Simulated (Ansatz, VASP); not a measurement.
## Two plane-wave programs on Rb

```
Rb
1.0
    -2.95451    2.95451    2.73085
     2.95451   -2.95451    2.73085
     2.95451    2.95451   -2.73085
Rb
1
Direct
  0.00000 0.00000 0.00000
```

This isn't the form of Rb at room conditions, which is bcc.

Alike in both runs: task single point; functional PBE; k mesh 7 × 7 × 7; occupations fermi-dirac, width 0.05 eV; no spin polarisation.

|  | VASP | Ansatz |
| --- | --- | --- |
| version | VASP 6.6.1 | Ansatz 0.2.0 |
| potentials or method | VASP PAW PBE potentials, release 64 (Rb_sv) | Ansatz PAW |
| plane-wave cutoff (eV) | 520 | 420 |
| valence electrons in the cell | 9 | 9 |

|  | VASP | Ansatz | Ansatz less VASP |
| --- | --- | --- | --- |
| gap on the k mesh at the Fermi level (eV) | none | none | - |
| pressure (GPa) | -0.1 | -0.1 | 0.00 |

A gap of «none» marks a metal or a gap that the smearing closes.
